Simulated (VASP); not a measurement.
A run of VASP 6.6.1:

File INCAR:

```
PREC = Accurate ; ENCUT = 520
EDIFF = 1E-7 ; ISMEAR = 0
SIGMA = 0.02 ; LREAL = F
LASPH = T ; NELM = 100
ALGO = Normal ; ISIF = 2
LWAVE = F ; LCHARG = T
GGA = PE ; LELF = T
LVHAR = T ; NBANDS = 26
```

The input KPOINTS:

```
Automatic mesh
0
Gamma
  6 6 6
```

POSCAR

```
CdS
1.0
    4.1909898908      0.0000000000      0.0000000000
    0.0000000000      5.9269547575      0.0000000000
    0.0000000000      0.0000000000      4.1909898908
Cd S
2 2
Direct
    0.0000000000      0.0000000000      0.0000058500
    0.5000000000      0.5000000000      0.5000058500
    0.5000000000      0.2500000000      0.0000058500
    0.0000000000      0.7500000000      0.5000058500
```

Potentials or basis: VASP PAW PBE potentials, release 64 (Cd, S).

Command:

```bash
$ cat potpaw_PBE.64/Cd/POTCAR potpaw_PBE.64/S/POTCAR > POTCAR
$ mpirun -np 1 vasp_std > vasp.out
```

Hardware: 1 thread of Intel(R) Xeon(R) Platinum 8259CL CPU @ 2.50GHz (Skylake/Cascade Lake) (shared host).

Task: Estimate the wall time of this run.

Result: Run time: 72 s on 1 thread of Intel(R) Xeon(R) Platinum 8259CL CPU @ 2.50GHz (Skylake/Cascade Lake) (shared host), peak memory 0.25 GiB. Counts: scf iterations 16, k points 40.
